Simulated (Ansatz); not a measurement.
The system is InSe.

```
In Se
1.0
     2.00000    1.15470    8.44000
    -2.00000    1.15470    8.44000
     0.00000   -2.30940    8.44000
In Se
2 2
Cartesian
  0.0000 0.0000 22.4994
  0.0000 0.0000 0.0000
  0.0000 0.0000 4.3525
  0.0000 0.0000 9.7102
```

* Program: Ansatz 0.2.0
* Task: relaxation of cell and atoms
* Functional: r2SCAN
* Potentials or basis: Ansatz PAW
* Cutoff: 500 eV (not typed: the program's choice for these potentials)
* k mesh: 8 × 8 × 8
* Occupations: fermi-dirac, width 0.05 eV
* Spin: no spin polarisation

At the start: volume 29.24 Å³/atom.

**Question.** Where does the relaxation end?

**Answer.** It ends after 5 steps and the volume is 30.74 Å³/atom (+5.1 %); space group R3m (No. 160, to 0.05 Å).

The path:
| step | energy change (eV) | largest force (eV/Å) | volume (Å³) |
| --- | --- | --- | --- |
| 1 | 0.0000 | 0.2389 | 116.95 |
| 2 | -0.0224 | 0.0233 | 122.17 |
| 3 | -0.0229 | 0.0053 | 122.47 |
| 4 | -0.0232 | 0.0050 | 122.95 |
| 5 | -0.0237 | 0.0050 | 122.95 |

Final structure:
```xyz
4
Lattice="2.0220 1.1674 8.6814 -2.0220 1.1674 8.6814 0.0000 -2.3348 8.6814" Properties=species:S:1:pos:R:3 pbc="T T T"
In    0.0000    0.0000   23.1955
In    0.0000    0.0000   -0.0507
Se    0.0000    0.0000    4.5748
Se    0.0000    0.0000    9.8883
```

Caveat: the plane-wave basis is chosen anew once the cell has moved, so the energies of steps on either side of that aren't comparable; the PAW data sets come from PBE, with cores solved anew for the run's functional, which leaves a small shift of forces and pressure.
